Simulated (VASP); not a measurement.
# Results of a VASP single-point calculation on GaAs (strained measured structure)

POSCAR

```
Ga As
 1.0000000000000000
     0.0000000000000000    2.9866362998999998    2.8330831910000001
     2.9866362998999998    0.0000000000000000    2.8330831910000001
     2.9866362998999998    2.9866362998999998    0.0000000000000000
 Ga  As
   1   1
Cartesian
  0.0000000000000000  0.0000000000000000  0.0000000000000000
  1.4933181499499997  1.4933181499499997  1.4165415955000000
```

| Property | Result |
| --- | --- |
| gap between bands v and c | 0.02 eV |
| least direct gap | 0.07 eV |

Band v is the last that the valence electrons fill when counted band by band, and c is the next. Levels in eV from the top of v:

```
point    v−1      v     c   c+1
    Γ  -0.25  -0.05  0.02  3.75
    X  -2.76  -2.76  1.49  1.60
    K  -3.56  -2.06  2.28  4.77
    L  -1.36  -0.99  0.84  4.63
    W  -3.28  -3.08  4.10  4.60
```

Task: Which of these levels of theory gave these results?
A. LDA
B. PBE with spin–orbit coupling
C. HSE06
D. PBE0
E. r²SCAN
F. PBE
G. PBEsol

Result: E.

The INCAR was:

```
NBANDS = 16
SIGMA = 0.02
ALGO = Normal
IBRION = -1
ENCUT = 520
LASPH = .TRUE.
LELF = .TRUE.
NELM = 120
ISMEAR = -1
LREAL = .FALSE.
LWAVE = .FALSE.
PREC = Accurate
ISIF = 2
EDIFF = 1E-7
LCHARG = .TRUE.
NSW = 0
METAGGA = R2SCAN
```
